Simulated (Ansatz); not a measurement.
Eu2O3:

```
Eu O
1.0
     3.78830    0.00000    0.00000
    -1.89415    3.28076    0.00000
     0.00000    0.00000    5.82084
Eu O
2 3
Direct
  0.33333 0.66667 0.24244
  0.66667 0.33333 0.75756
  0.33333 0.66667 0.65110
  0.66667 0.33333 0.34890
  0.00000 0.00000 0.00000
```

Measurements of this composition are mostly on another form, of space group No. 206.

- Program: Ansatz 0.2.0
- Task: relaxation of cell and atoms
- Functional: PBEsol
- Potentials or basis: Ansatz PAW
- Cutoff: 420 eV (not typed: the program's choice for these potentials)
- k mesh: 8 × 8 × 5
- Occupations: fermi-dirac, width 0.05 eV
- Spin: collinear spin, ferromagnetic start
- Starting moments: [7.0, 7.0, 0.0, 0.0, 0.0] μB

At the start: volume 14.47 Å³/atom.

Task: How do energy, volume and symmetry change on relaxing?

Result: It ends after 8 steps and the volume is 14.00 Å³/atom (-3.2 %); space group P-3m1 (No. 164, to 0.05 Å); moment 12.00 μB per cell.

The path:
```
step  energy change (eV)  largest force (eV/Å)  volume (Å³)
   1              0.0000                0.2674        72.34
   2             -0.0394                0.0199        68.53
   3             -0.0477                0.0814        70.23
   4             -0.0480                0.0542        70.15
   5             -0.0486                0.0062        70.10
   6             -0.0419                0.0065        70.10
   7             -0.0423                0.0016        70.01
   8             -0.0420                0.0016        70.01
```

Final structure:
```
Eu O
1.0
     3.73084    0.00000    0.00000
    -1.86542    3.23101    0.00000
     0.00000    0.00000    5.80777
Eu O
2 3
Direct
  0.33333 0.66667 0.24382
  0.66667 0.33333 0.75618
  0.33333 0.66667 0.64810
  0.66667 0.33333 0.35190
  0.00000 0.00000 0.00000
```

Caveat: the plane-wave basis is chosen anew once the cell has moved, so the energies of steps on either side of that aren't comparable; the pressure holds a Pulay correction of +0.6 GPa for the finite cutoff; without U or exact exchange the open f shell lies at the Fermi level, which spoils levels, moments and volumes; the PAW data sets come from PBE, with cores solved anew for the run's functional, which leaves a small shift of forces and pressure.
